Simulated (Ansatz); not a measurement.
# Ga in Ansatz: the effect of functional

Ga:

```
Ga
1.0
     2.72170    0.00000    0.00000
     0.00000    3.21462    0.00000
    -1.31601    0.00000    3.90882
Ga
2
Direct
  0.13460 0.75000 0.77017
  0.86540 0.25000 0.22983
```

This isn't the form of Ga at room conditions, which is orthorhombic.

The cell isn't the ideal one: volume scaled by 0.94.

Alike in all runs:

| Quantity | Value |
| --- | --- |
| Program | Ansatz 0.2.0 |
| Task | single point |
| Potentials or basis | Ansatz PAW |
| k mesh | 10 × 8 × 7 |
| Occupations | fermi-dirac, width 0.05 eV |
| Spin | no spin polarisation |

```tsv
functional	cutoff	pressure (GPa)	largest force (eV/Å)
LDA	420 eV (not typed: the program's choice for these potentials)	1.0	0.09
PBE	420 eV (not typed: the program's choice for these potentials)	7.6	0.11
PBEsol	420 eV (not typed: the program's choice for these potentials)	?	?
r2SCAN	500 eV (not typed: the program's choice for these potentials)	4.2	0.08
```

Task: What does the run with functional PBEsol give?

Result: Pressure 3.4 GPa; largest force 0.09 eV/Å.

Caveats: the PAW data sets come from PBE, with cores solved anew for the run's functional, which leaves a small shift of forces and pressure (some runs).
